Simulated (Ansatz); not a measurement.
# Zr: the cost of one run

Method: DFT PBE, scalar-relativistic, plane waves, PAW, in Ansatz 0.2.0.

This is Zr in the bcc structure; at room conditions it is hcp.

**1. Starting point**

Symmetry: Im-3m, No. 229, cubic system. Conventional cell: a = 3.620 Å, b = 3.620 Å, c = 3.620 Å, α = 90.00°, β = 90.00°, γ = 90.00°. Around Zr (site symmetry m-3m) lie 8 Zr at 3.14 Å.

Structure file:

```cif
data_structure
_symmetry_space_group_name_H-M 'P 1'
_symmetry_Int_Tables_number 1
_cell_length_a 3.1350
_cell_length_b 3.1350
_cell_length_c 3.1350
_cell_angle_alpha 109.471
_cell_angle_beta 109.471
_cell_angle_gamma 109.471
_cell_volume 23.72
loop_
_atom_site_label
_atom_site_type_symbol
_atom_site_fract_x
_atom_site_fract_y
_atom_site_fract_z
_atom_site_occupancy
Zr1 Zr 0.00000 0.00000 0.00000 1
```

Source of the structure: the Crystallography Open Database.

(A quick probe on a coarse mesh, which set the mesh and smearing, is not shown.)

**3. Relaxing cell and atoms**

input.yaml

```yaml
crystal:
  lattice:
    - [-1.81, 1.81, 1.81]
    - [1.81, -1.81, 1.81]
    - [1.81, 1.81, -1.81]
  atoms:
    - { symbol: Zr, position: [0.0, 0.0, 0.0] }
basis:
  ecutwfc: 420
kpoints:
  mp_grid: { grid: [16, 16, 16] }
hamiltonian:
  xc: pbe
scf:
  occupations: { method: gaussian, width: 0.1 }
output:
  forces: true
  stress: true
  eigenvalues: true
relax:
  adjacent_minimum: "off"
  f_tol: 0.005
  max_steps: 80
  cell: { stress_tol: 0.05 }
```

On the command line:

```bash
> ansatz run input.yaml --threads 4 --pin off --max-ram 2560MiB --backend cpu --events-out ev --progress --plain --runs-dir out
```

What time and memory should one allow on 4 threads of Intel Xeon at 2.30GHz, shared host?

About 2.8 s, with a peak of 0.42 GiB.
